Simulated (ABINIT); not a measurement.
The system is PbS (Galena).

```
CELL_PARAMETERS angstrom
0.00000 2.96575 2.96575
2.96575 0.00000 2.96575
2.96575 2.96575 0.00000
ATOMIC_POSITIONS crystal
Pb 0.00000 0.00000 0.00000
S 0.50000 0.50000 0.50000
```

Base run:

```yaml
Program: ABINIT 10.8.3 (patched build)
Functional: PBE
Potentials_or_basis: SPMS NC PBE v1.0
Cutoff: 599 eV
k_mesh: 8 × 8 × 8
Occupations: fermi-dirac, width 0.05 eV
Spin: no spin polarisation
```

Its results: band gap on the k mesh 0.37 eV, direct; pressure 2.1 GPa.

Question: After a change of settings the same cell gave: band gap on the k mesh 0.26 eV, direct; pressure -2.4 GPa. Which change was it?
A. functional from PBE to LDA-Teter; potentials or basis from SPMS NC PBE v1.0 to JTH PAW LDA v2.0 sp; cutoff from 599 eV to 544 eV; valence electrons from 20 to 10
B. functional from PBE to PBEsol; potentials or basis from SPMS NC PBE v1.0 to PseudoDojo NC SR PBEsol v0.4.1 standard; cutoff from 599 eV to 762 eV
C. functional from PBE to PW91; potentials or basis from SPMS NC PBE v1.0 to JTH PAW PBE v2.0 sp; cutoff from 599 eV to 544 eV; valence electrons from 20 to 10
D. functional from PBE to OLYP; potentials or basis from SPMS NC PBE v1.0 to JTH PAW PBE v2.0 sp; cutoff from 599 eV to 544 eV; valence electrons from 20 to 10

Answer: A.

Caveats: spin-orbit coupling is left out, which as a rule narrows the gap of such compounds by several tenths of an eV; this set keeps more shells in the core, which shifts pressures and gaps (some runs).
